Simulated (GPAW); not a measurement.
## Sn in GPAW: the effect of strain hydrostatic

Crystal: Sn.

```
CELL_PARAMETERS angstrom
0.00000 3.10401 3.10401
3.10401 0.00000 3.10401
3.10401 3.10401 0.00000
ATOMIC_POSITIONS crystal
Sn 0.75000 0.75000 0.75000
Sn 0.50000 0.50000 0.50000
```

This isn't the form of Sn at room conditions, which is tetragonal (white tin).

Alike in all runs:

| Quantity | Value |
| --- | --- |
| Program | GPAW 26.7.0 |
| Task | single point |
| Functional | PBEsol |
| Potentials or basis | PAW data sets generated in the run's folder for this functional |
| Cutoff | 600 eV |
| Basis | pw |
| k mesh | 7 × 7 × 7 |
| Occupations | fermi-dirac, width 0.05 eV |
| Spin | no spin polarisation |
| Maxiter | 150 |

```csv
strain hydrostatic,pressure (GPa)
-0.04,9.1
-0.02,4.6
-0.01,?
0,1.3
0.01,-0.1
0.02,-1.2
0.04,-3.0
```

Question: What does the run with strain hydrostatic -0.01 give?

Answer: Pressure 2.8 GPa.

Worked out: A parabola through the other rows of the pressure, of slope -172 GPa per unit of strain hydrostatic there, gives 2.9 GPa, against the run's 2.8.

Caveats: the density grid can change from cell to cell, which puts small steps into energies and stress.
